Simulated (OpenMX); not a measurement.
# In: band structure with PBE+D4

In:

```
In
1.0
    -1.62547    1.62547    2.47370
     1.62547   -1.62547    2.47370
     1.62547    1.62547   -2.47370
In
1
Direct
  0.00000 0.00000 0.00000
```

- Program: OpenMX 3.8.5
- Task: band structure
- Functional: PBE
- Dispersion: D4
- Potentials or basis: OpenMX 2013 PBE set, In7.0-s3p2d2f1, grid cutoff 500 Ry
- k mesh: 11 × 11 × 11
- Occupations: fermi-dirac, width 0.05 eV
- Spin: no spin polarisation
- Mixing scheme: rmm-diisk
- SCF threshold: 1e-08 Ha
- Solver: band
- Max SCF cycles: 100

```
Band gap along the path    : none (metal or under the smearing width)
Dispersion energy per atom : -0.358 eV
```

Levels at the corners of the path, in eV from the Fermi level:
| point | band 5 | band 6 | band 7 | band 8 | band 9 | band 10 |
| --- | --- | --- | --- | --- | --- | --- |
| Γ | -14.43 | -9.59 | 10.67 | 10.67 | 10.85 | 11.94 |
| X | -14.24 | -2.00 | -1.67 | 3.52 | 3.96 | 7.19 |
| Y | -14.32 | -1.67 | -0.30 | 0.09 | 1.30 | 13.41 |
| S | -14.36 | -2.53 | -1.25 | -0.56 | 6.17 | 9.09 |
| Γ | -14.43 | -9.59 | 10.67 | 10.67 | 10.85 | 11.94 |
| Z | -14.30 | -2.96 | -2.71 | 4.73 | 4.73 | 8.27 |
| S1 | -14.36 | -2.53 | -1.25 | -0.56 | 6.17 | 9.09 |
| N | -14.30 | -4.34 | -3.43 | 7.59 | 9.24 | 11.42 |
| P | -14.24 | -1.25 | -0.10 | -0.10 | 1.70 | 12.78 |
| Y1 | -14.33 | -1.67 | -0.30 | 0.09 | 1.30 | 13.41 |
| Z|X | -14.30 | -2.96 | -2.71 | 4.73 | 4.73 | 8.27 |
| P | -14.24 | -1.25 | -0.10 | -0.10 | 1.70 | 12.78 |

It took 53 s on 1 thread of Arm Neoverse V1 (shared host), peak memory 0.56 GiB.

Caveat: spin-orbit coupling is left out, which moves the levels of the heavy elements; the basis of atomic orbitals isn't converged, which shifts pressures, moduli and gaps.
